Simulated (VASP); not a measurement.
# Ga2O3 from a squeezed to a stretched cell

How does Ga2O3 change with the volume? The starting structure is a measured crystal structure from the Crystallography Open Database. All runs use LDA. The equilibrium cell comes from relaxations that aren't shown. At each volume, shape and positions are relaxed as far as symmetry leaves them free.

Method: Kohn-Sham DFT with plane waves and PAW; LDA, in VASP 6.6.1.

## Step 1: Set-up

The structure is monoclinic, space group C2/m (No. 12). The conventional cell has a = 12.214 Å, b = 3.037 Å, c = 5.798 Å, α = 90.00°, β = 103.83°, γ = 90.00°. Nearest to Ga lie 4 O at 1.83 to 1.86 Å. Nearest to Ga lie 6 O at 1.94 to 2.07 Å. Nearest to O lie 3 Ga at 1.83 to 1.94 Å. Nearest to O lie 4 Ga at 1.86 to 2.07 Å. Nearest to O lie 3 Ga at 1.83 to 1.94 Å. Farther neighbours and most contacts between anions are not listed.

## Step 2: Relaxation at the equilibrium volume

File INCAR:

```
SYSTEM = Ga2O3
PREC = Accurate
ENCUT = 560
EDIFF = 1E-07
NELM = 100
ISMEAR = 0
SIGMA = 0.03
LREAL = .FALSE.
ALGO = Normal
GGA = CA
NBANDS = 54
LORBIT = 11
LWAVE = .FALSE.
LCHARG = .FALSE.
KPAR = 16
IBRION = 2
NSW = 50
ISIF = 4
EDIFFG = -0.003
```

File POSCAR:

```
Ga2O3
1.0
    6.0791796327     -1.5122354846      0.0058401823
    6.0791796327      1.5122354846      0.0058401823
   -1.3743066597      0.0000000000      5.5995500522
Ga O
4 6
Direct
    0.0908114772      0.0908114772      0.7952152172
    0.9091885228      0.9091885228      0.2047847828
    0.6589261805      0.6589261805      0.3143951955
    0.3410738195      0.3410738195      0.6856048045
    0.1660594260      0.1660594260      0.1095199084
    0.8339405740      0.8339405740      0.8904800916
    0.1730164814      0.1730164814      0.5617469259
    0.8269835186      0.8269835186      0.4382530741
    0.4964597459      0.4964597459      0.2556467543
    0.5035402541      0.5035402541      0.7443532457
```

File KPOINTS:

```
Automatic mesh
0
Gamma
8 8 4
0 0 0
```

PAW data sets: Ga_d and O (LDA family, release 64).

Launch:

```console
$ mpirun -np 16 vasp_std
```

The program printed:

```text
[banner, memory and clock lines left out]
running   16 mpi-ranks, on    1 nodes
 distrk:  each k-point on    1 cores,   16 groups
 distr:  one band on    1 cores,    1 groups

 POSCAR found type information on POSCAR GaO
 POSCAR found :  2 types and      10 ions
|                                                                             |
|           W    W    AA    RRRRR   N    N  II  N    N   GGGG   !!!           |
|           W    W   A  A   R    R  NN   N  II  NN   N  G    G  !!!           |
|           W    W  A    A  R    R  N N  N  II  N N  N  G       !!!           |
|           W WW W  AAAAAA  RRRRR   N  N N  II  N  N N  G  GGG   !            |
|           WW  WW  A    A  R   R   N   NN  II  N   NN  G    G                |
|           W    W  A    A  R    R  N    N  II  N    N   GGGG   !!!           |
|                                                                             |
|     For optimal performance we recommend to set                             |
|       NCORE = 2 up to number-of-cores-per-socket                            |
|     NCORE specifies how many cores store one orbital (NPAR=cpu/NCORE).      |
|     This setting can greatly improve the performance of VASP for DFT.       |
|     The default, NCORE=1 might be grossly inefficient on modern             |
|     multi-core architectures or massively parallel machines. Do your        |
|     Unfortunately you need to use the default for GW and RPA                |
|     calculations (for HF NCORE is supported but not extensively tested      |
|     yet).                                                                   |
|                                                                             |

 LDA part: xc-table for (Slater(with rela. corr.)+CA(PZ))
 , standard interpolation
 POSCAR, INCAR and KPOINTS ok, starting setup
 FFT: planning ... GRIDC
 FFT: planning ... GRID_SOFT
 FFT: planning ... GRID
 WAVECAR not read
 entering main loop
       N       E                     dE             d eps       ncg     rms          rms(c)
DAV:   1     0.124940115433E+04    0.12494E+04   -0.41916E+04  9896   0.314E+03
DAV:   2     0.203550502168E+03   -0.10459E+04   -0.98801E+03  8592   0.850E+02
DAV:   3    -0.549998219115E+02   -0.25855E+03   -0.25123E+03  9664   0.272E+02
DAV:   4    -0.765160602926E+02   -0.21516E+02   -0.21270E+02 10310   0.842E+01
DAV:   5    -0.773256922797E+02   -0.80963E+00   -0.80774E+00 11060   0.168E+01    0.171E+01
DAV:   6    -0.683353716696E+02    0.89903E+01   -0.30899E+01 15658   0.638E+01    0.478E+00
DAV:   7    -0.683905503870E+02   -0.55179E-01   -0.33180E+00  9312   0.102E+01    0.335E+00
DAV:   8    -0.682768078944E+02    0.11374E+00   -0.64033E-01 12030   0.776E+00    0.139E+00
DAV:   9    -0.682382076933E+02    0.38600E-01   -0.16664E-01 12324   0.533E+00    0.254E-01
DAV:  10    -0.682393270010E+02   -0.11193E-02   -0.23018E-02 10948   0.109E+00    0.125E-01
DAV:  11    -0.682394221538E+02   -0.95153E-04   -0.22777E-03 11292   0.601E-01    0.818E-02
DAV:  12    -0.682393756162E+02    0.46538E-04   -0.67136E-04 11986   0.384E-01    0.188E-02
DAV:  13    -0.682393782356E+02   -0.26194E-05   -0.11356E-04 11802   0.917E-02    0.546E-03
DAV:  14    -0.682393794978E+02   -0.12622E-05   -0.18938E-05 11976   0.621E-02    0.713E-03
DAV:  15    -0.682393789505E+02    0.54735E-06   -0.24819E-06 13064   0.265E-02    0.277E-03
DAV:  16    -0.682393789831E+02   -0.32654E-07   -0.14837E-06 10530   0.809E-03    0.653E-04
DAV:  17    -0.682393789799E+02    0.32414E-08   -0.92716E-08  5872   0.610E-03
   1 F= -.68239379E+02 E0= -.68239379E+02  d E =-.682394E+02
 curvature:   0.00 expect dE= 0.000E+00 dE for cont linesearch  0.000E+00
 trial: gam= 0.00000 g(F)=  0.156E-05 g(S)=  0.417E-06 ort = 0.000E+00 (trialstep = 0.100E+01)
 search vector abs. value=  0.198E-05
 reached required accuracy - stopping structural energy minimisation
```

It took 40 s on 16 MPI ranks of AMD EPYC 9R45, shared host; peak memory 8.4 GiB.

Lines that name or quote the potential files are left out of all logs, and their timing lines are given in words.

From OUTCAR (step 2):

```text
ion  position               nearest neighbor table
   1  0.091  0.091  0.795-   5 1.83  10 1.83  10 1.83   7 1.86
   2  0.909  0.909  0.205-   6 1.83   9 1.83   9 1.83   8 1.86
   3  0.659  0.659  0.314-   9 1.92   5 1.93   5 1.93   8 2.00   7 2.06   7 2.06
   4  0.341  0.341  0.686-  10 1.92   6 1.93   6 1.93   7 2.00   8 2.06   8 2.06
   5  0.166  0.166  0.110-   1 1.83   3 1.93   3 1.93
   6  0.834  0.834  0.890-   2 1.83   4 1.93   4 1.93
   7  0.173  0.173  0.562-   1 1.86   4 2.00   3 2.06   3 2.06
   8  0.827  0.827  0.438-   2 1.86   3 2.00   4 2.06   4 2.06
   9  0.496  0.496  0.256-   2 1.83   2 1.83   3 1.92
  10  0.504  0.504  0.744-   1 1.83   1 1.83   4 1.92

  LATTYP: Found a base centered monoclinic cell.
 ALAT       =    12.1583648760
 B/A-ratio  =     0.2487563912
 C/A-ratio  =     0.4742194596
 COS(beta)  =    -0.2374245506

 Subroutine GETGRP returns: Found  4 space group operations
 (whereof  4 operations were pure point group operations)

The static configuration has the point symmetry C_2h.

 Found     78 irreducible k-points:

   k-points           NKPTS =     78   k-points in BZ     NKDIM =     78   number of bands    NBANDS=     54

   dimension x,y,z NGX =    48 NGY =   48 NGZ =   48
   dimension x,y,z NGXF=    96 NGYF=   96 NGZF=   96

   ENCUT  =  560.0 eV  41.16 Ry    6.42 a.u.  12.09 12.09 11.13*2*pi/ulx,y,z

   NELECT =      88.0000    total number of electrons

 k-points in reciprocal lattice and weights: Automatic mesh
   0.00000000  0.00000000  0.00000000       0.004
   0.12500000 -0.00000000 -0.00000000       0.016
   0.25000000 -0.00000000 -0.00000000       0.016
   0.37500000 -0.00000000 -0.00000000       0.016
   0.50000000 -0.00000000 -0.00000000       0.008
   0.12500000  0.12500000 -0.00000000       0.008
   0.25000000  0.12500000 -0.00000000       0.016
   0.37500000  0.12500000 -0.00000000       0.016
   0.50000000  0.12500000  0.00000000       0.016
[...]
-0.37500000  0.37500000  0.50000000       0.008
   0.50000000  0.50000000  0.50000000       0.004

 average (electrostatic) potential at core
       1 -65.4617       2 -65.4617       3 -65.2729       4 -65.2729       5 -70.7008
       6 -70.7008       7 -71.1455       8 -71.1455       9 -71.0014      10 -71.0014

 E-fermi :   3.9000

 k-point     1 :       0.0000    0.0000    0.0000
  band No.  band energies     occupation
    ...
     40       3.0721      2.00000
     41       3.0721      2.00000
     42       3.2612      2.00000
     43       3.4754      2.00000
     44       3.7526      2.00000
     45       6.2078      0.00000
     46       9.3865      0.00000
     47      10.3640      0.00000
     48      10.5131      0.00000
     49      11.4268      0.00000
    ...

 k-point     2 :       0.1250   -0.0000   -0.0000
  band No.  band energies     occupation
    ...
     40       2.7066      2.00000
     41       2.8558      2.00000
     42       3.1724      2.00000
     43       3.3901      2.00000
     44       3.7505      2.00000
     45       7.0462      0.00000
     46       9.6551      0.00000
     47      10.7337      0.00000
     48      10.9226      0.00000
     49      11.9063      0.00000
    ...

 k-point     3 :       0.2500   -0.0000   -0.0000
  band No.  band energies     occupation
    ...
     40       2.5834      2.00000
     41       2.6813      2.00000
     42       2.9838      2.00000
     43       3.2290      2.00000
     44       3.7291      2.00000
     45       8.5215      0.00000
     46       9.9705      0.00000
     47      10.7340      0.00000
     48      11.7068      0.00000
     49      12.1204      0.00000
    ...

  Total       -0.0098172     -0.0085654     -0.0062723      0.0000000      0.0000000     -0.0063229
  in kB       -0.1527385     -0.1332619     -0.0975863      0.0000000      0.0000000     -0.0983740
  external PRESSURE =      -0.1278623 kB  Pullay stress =       0.0000000 kB

  energy-cutoff  :      560.00
  volume of cell :      102.98
      direct lattice vectors                 reciprocal lattice vectors
     6.079179633 -1.512235485  0.005840182     0.082228552 -0.330636336  0.020181487
     6.079179633  1.512235485  0.005840182     0.082228552  0.330636336  0.020181487
    -1.374306660  0.000000000  5.599550052    -0.000171524  0.000000000  0.178543680

 POSITION                                       TOTAL-FORCE (eV/Angst)
 -----------------------------------------------------------------------------------
      0.01125      0.00000      4.45391         0.002381      0.000000      0.001560
     10.77280      0.00000      1.15732        -0.002381      0.000000     -0.001560
      7.57939      0.00000      1.76817        -0.000995      0.000000      0.000005
      3.20467      0.00000      3.84306         0.000995      0.000000     -0.000005
      1.86850      0.00000      0.61520        -0.001378      0.000000     -0.000212
      8.91556      0.00000      4.99603         0.001378      0.000000      0.000212
      1.33158      0.00000      3.14755         0.000143      0.000000     -0.000276
      9.45247      0.00000      2.46368        -0.000143      0.000000      0.000276
      5.68480      0.00000      1.43731        -0.002242      0.000000      0.000177
      5.09925      0.00000      4.17392         0.002242      0.000000     -0.000177
 -----------------------------------------------------------------------------------
    total drift:                                0.000000      0.000000     -0.000000

  FREE ENERGIE OF THE ION-ELECTRON SYSTEM (eV)
  ---------------------------------------------------
  free  energy   TOTEN  =       -68.2393789799 eV

  energy  without entropy=      -68.2393789799  energy(sigma->0) =      -68.23937898

 reached required accuracy - stopping structural energy minimisation

 total charge
# of ion       s       p       d       tot
------------------------------------------
    1        0.744   0.899  10.288  11.932
    2        0.744   0.899  10.288  11.932
    3        0.673   0.760  10.272  11.704
    4        0.673   0.760  10.272  11.704
    5        1.539   3.504   0.000   5.044
    6        1.539   3.504   0.000   5.044
    7        1.544   3.500   0.000   5.044
    8        1.544   3.500   0.000   5.044
    9        1.535   3.537   0.000   5.072
   10        1.535   3.537   0.000   5.072
--------------------------------------------------
tot         12.071  24.399  41.120  77.591

[... 3 further parts left out ...]
```

The run keeps the 4 symmetry operations of its start, so it cannot find a distortion of lower symmetry.

The equilibrium volume: 10.298 Å³ an atom and a pressure of -0.01 GPa, and 2.437 eV of gap on the mesh. Further runs on this cell, not shown, give the modes Ag (10) 756.9, Bu (8) 736.7, Ag (1) 108.4 cm⁻¹.

## Step 3: Relaxation at 0.96 of the equilibrium volume

INCAR is that of step 2.

POSCAR, as its differences from that of step 2:

```diff
@@ -2,5 +2,5 @@
 1.0
-    6.0791796327     -1.5122354846      0.0058401823
-    6.0791796327      1.5122354846      0.0058401823
-   -1.3743066597      0.0000000000      5.5995500522
+    5.9970184849     -1.4917973645      0.0057612512
+    5.9970184849      1.4917973645      0.0057612512
+   -1.3557326712      0.0000000000      5.5238711798
 Ga O
```

KPOINTS is that of step 2.

Launch:

```console
$ mpirun -np 16 vasp_std
```

The program printed:

```text
[banner, memory and clock lines left out]
running   16 mpi-ranks, on    1 nodes
[...]
[... a notice as in an earlier step ...]

 LDA part: xc-table for (Slater(with rela. corr.)+CA(PZ))
 , standard interpolation
 POSCAR, INCAR and KPOINTS ok, starting setup
[...]
entering main loop
       N       E                     dE             d eps       ncg     rms          rms(c)
DAV:   1     0.124556226301E+04    0.12456E+04   -0.42167E+04 10048   0.319E+03
DAV:   2     0.200983531311E+03   -0.10446E+04   -0.98443E+03  8584   0.853E+02
DAV:   3    -0.557876514531E+02   -0.25677E+03   -0.24932E+03  9698   0.273E+02
DAV:   4    -0.765927498747E+02   -0.20805E+02   -0.20575E+02 10196   0.838E+01
[...]
DAV:  15    -0.681113265565E+02    0.37631E-06   -0.29041E-06 12386   0.185E-02    0.305E-03
DAV:  16    -0.681113265324E+02    0.24011E-07   -0.13458E-06 10738   0.916E-03    0.814E-04
DAV:  17    -0.681113265268E+02    0.56789E-08   -0.11325E-07  6054   0.235E-03
   1 F= -.68111327E+02 E0= -.68111327E+02  d E =-.681113E+02
[... from here on, the cycles between the ionic steps are left out ...]
   2 F= -.68117809E+02 E0= -.68117809E+02  d E =-.648233E-02
   3 F= -.68117827E+02 E0= -.68117827E+02  d E =-.650094E-02
   5 F= -.68124419E+02 E0= -.68124419E+02  d E =-.659137E-02
   7 F= -.68127982E+02 E0= -.68127982E+02  d E =-.356302E-02
   9 F= -.68130257E+02 E0= -.68130257E+02  d E =-.227512E-02
  11 F= -.68131556E+02 E0= -.68131556E+02  d E =-.129944E-02
  13 F= -.68131794E+02 E0= -.68131794E+02  d E =-.187318E-03
  15 F= -.68131907E+02 E0= -.68131907E+02  d E =-.113096E-03
  17 F= -.68131956E+02 E0= -.68131956E+02  d E =-.161206E-03
  19 F= -.68132169E+02 E0= -.68132169E+02  d E =-.112712E-03
  21 F= -.68132298E+02 E0= -.68132298E+02  d E =-.241659E-03
  23 F= -.68132464E+02 E0= -.68132464E+02  d E =-.166718E-03
  25 F= -.68132493E+02 E0= -.68132493E+02  d E =-.195076E-03
  27 F= -.68132542E+02 E0= -.68132542E+02  d E =-.492938E-04
  29 F= -.68132561E+02 E0= -.68132561E+02  d E =-.189866E-04
  30 F= -.68132566E+02 E0= -.68132566E+02  d E =-.520952E-05
 trial-energy change:   -0.000005  1 .order   -0.000005   -0.000008   -0.000002
 step:   0.9919(harm=  0.9919)  dis= 0.00040  next Energy=   -68.132566 (dE=-0.528E-05)
 reached required accuracy - stopping structural energy minimisation
```

It took 8.7 min on 16 MPI ranks; peak memory 8.8 GiB.

OUTCAR, selected parts (step 3):

```text
  Total        4.8529119      4.8426050      4.8385968      0.0000000      0.0000000      0.0003678
  in kB       78.6487535     78.4817139     78.4167551      0.0000000      0.0000000      0.0059601
  external PRESSURE =      78.5157409 kB  Pullay stress =       0.0000000 kB

 POSITION                                       TOTAL-FORCE (eV/Angst)
 -----------------------------------------------------------------------------------
      0.02656      0.00000      4.43083        -0.000461      0.000000      0.002877
     10.51607      0.00000      1.10309         0.000461      0.000000     -0.002877
      7.41991      0.00000      1.73046         0.000570      0.000000      0.001921
      3.12272      0.00000      3.80345        -0.000570      0.000000     -0.001921
      1.89655      0.00000      0.61283         0.000100      0.000000      0.000177
      8.64607      0.00000      4.92109        -0.000100      0.000000     -0.000177
      1.27911      0.00000      3.09151        -0.002118      0.000000      0.000990
      9.26352      0.00000      2.44241         0.002118      0.000000     -0.000990
      5.55937      0.00000      1.38294         0.001789      0.000000     -0.001941
      4.98325      0.00000      4.15097        -0.001789      0.000000      0.001941
 -----------------------------------------------------------------------------------
    total drift:                                0.000000      0.000000      0.000000

  FREE ENERGIE OF THE ION-ELECTRON SYSTEM (eV)
  ---------------------------------------------------
  free  energy   TOTEN  =       -68.1325662962 eV

  energy  without entropy=      -68.1325662962  energy(sigma->0) =      -68.13256630

[... 2 parts as in an earlier step ...]

[... 2 further parts left out ...]
[key lines of the parts left out:]
E-fermi :   4.3621
```

Logs of long relaxations may skip ionic steps without a mark.

0.96 of the equilibrium volume: 9.886 Å³ an atom and a pressure of 7.85 GPa, and 2.761 eV of gap on the mesh. Further runs on this cell, not shown, give the modes Ag (10) 790.9, Bu (8) 770.6, Ag (1) 109.4 cm⁻¹.

(Part 1 of 3 ends here.)

[Lines on the potential files, build, host, timing and source positions are cut from VASP's logs without a mark.]

[Logs are printed without paths, hosts, clocks, repeated set-up lines and the standing remarks that a program may print on its own settings, such as how far it seeks lower states.]

[Hosts, paths, dates, database ids (printed as entryN), source tags and the programs' standing remarks are cut or masked in the printed files.]
